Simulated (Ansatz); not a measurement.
A (111) slab of Mo (Im-3m (No. 229)), 13 planes, outer planes Mo (top) and Mo (bottom), with 13 atoms (Mo13) in a surface cell of A = 16.961 Å², as cut from the bulk:

```
Mo
1.0
     4.42551    0.00000    0.00000
    -2.21275    3.83260    0.00000
     0.00000    0.00000   25.84024
Mo
13
Direct
  0.66667 0.33333 0.29025
  0.33333 0.66667 0.32520
  0.00000 0.00000 0.36016
  0.66667 0.33333 0.39512
  0.33333 0.66667 0.43008
  0.00000 0.00000 0.46504
  0.66667 0.33333 0.50000
  0.33333 0.66667 0.53496
  0.00000 0.00000 0.56992
  0.66667 0.33333 0.60488
  0.33333 0.66667 0.63984
  0.00000 0.00000 0.67480
  0.66667 0.33333 0.70975
```

Method: DFT PBEsol, scalar-relativistic, plane waves, PAW in Ansatz. Plane waves to 420 eV, a k mesh through Γ of 9×9×1 on the computed 13-atom cell and Gaussian smearing (0.10 eV); no spin polarisation.

Against the same 13 atoms in the bulk, the slab as cut lies 7.911 eV higher and the relaxed slab 7.124 eV higher.

Q: Work out the surface energy before and after relaxation.

A: The slab has two faces, so γ = (E_slab − N·E_bulk)/(2A), the mean of both. As cut: 7.911/(2 × 16.961) = 0.2332 eV/Å², and 1 eV/Å² = 16.02 J/m², so γ = 3.74 J/m². Relaxed: 7.124/(2 × 16.961) = 0.2100 eV/Å² = 3.36 J/m². Relaxation recovers 10 % of the cost of cutting.

Q: What is the ideal work of this cut, per area?

A: Griffith's ideal work is 2γ: 7.47 J/m² if the new faces stay rigid, 6.73 J/m² if they relax. One thickness was run, 13 planes, so γ can still shift with it.